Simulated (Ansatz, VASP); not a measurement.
**One calculation of S, two programs**

```xyz
2
Lattice="3.1454 0.0000 0.0000 -1.5727 2.7240 0.0000 0.0000 0.0000 3.4494" Properties=species:S:1:pos:R:3 pbc="T T T"
S     0.0000    1.8160    0.8623
S     1.5727    0.9080    2.5870
```

Alike in both runs: functional PBE; k mesh 16 × 16 × 9; occupations fermi-dirac, width 0.1 eV; no spin polarisation.

Ansatz relaxed the structure, and its values are those at the end. VASP's run is a single point on that final structure, the one shown.

|  | VASP | Ansatz |
| --- | --- | --- |
| version | VASP 6.6.1 | Ansatz 0.2.0 |
| potentials or method | VASP PAW PBE potentials, release 64 (S) | PAW with Ansatz's default frozen-core files, scalar-relativistic |
| plane-wave cutoff (eV) | 520 | 420 |
| valence electrons in the cell | 12 | 12 |

```tsv
	VASP	Ansatz	Ansatz less VASP
pressure (GPa)	12.8	13.0	+0.24
```
